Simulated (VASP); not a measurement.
Wanted: the native input for a VASP 6.6.1 run.

```
Task                   : single point
Functional             : PBE
Potentials or basis    : VASP PAW PBE potentials, release 64 (I)
Cutoff                 : 520 eV
k mesh                 : 6 × 6 × 6
Occupations            : gaussian, width 0.1 eV
Spin                   : no spin polarisation
Dipole correction      : no
Further INCAR settings : ALGO = Normal; EDIFF = 1e-06; NBANDS = 10
```

The structure of I lies in POSCAR:

```
I
1.0
    0.0000000000      2.3656004428      3.9098401324
    2.1922454667      0.0000000000      3.9098401324
    2.1922454667      2.3656004428      0.0000000000
I
1
Direct
    0.0000000000      0.0000000000      0.0000000000
```

These files were run (other wordings do the same):

INCAR

```
PREC = Accurate ; ENCUT = 520
EDIFF = 1E-6 ; ISMEAR = 0
SIGMA = 0.1 ; LREAL = F
LASPH = T ; NELM = 80
ALGO = Normal ; ISIF = 2
LWAVE = F ; LCHARG = F
GGA = PE ; NBANDS = 10
```

KPOINTS

```
Automatic mesh
0
Gamma
  6 6 6
```

Potentials or basis: VASP PAW PBE potentials, release 64 (I).

The run is started by

```sh
$ cat potpaw_PBE.64/I/POTCAR > POTCAR
$ mpirun -np 1 vasp_std > vasp.out
```

It gave:

```
Pressure               : 0.6 GPa
Band gap on the k mesh : none (metal or under the smearing width)
```

Caveat: an odd number of electrons without spin polarisation forces a metal; a magnetic or distorted state may lie lower.

Wall time 26 s on 1 thread of Intel(R) Xeon(R) Platinum 8375C CPU @ 2.90GHz (Ice Lake) (shared host), peak memory 0.18 GiB.
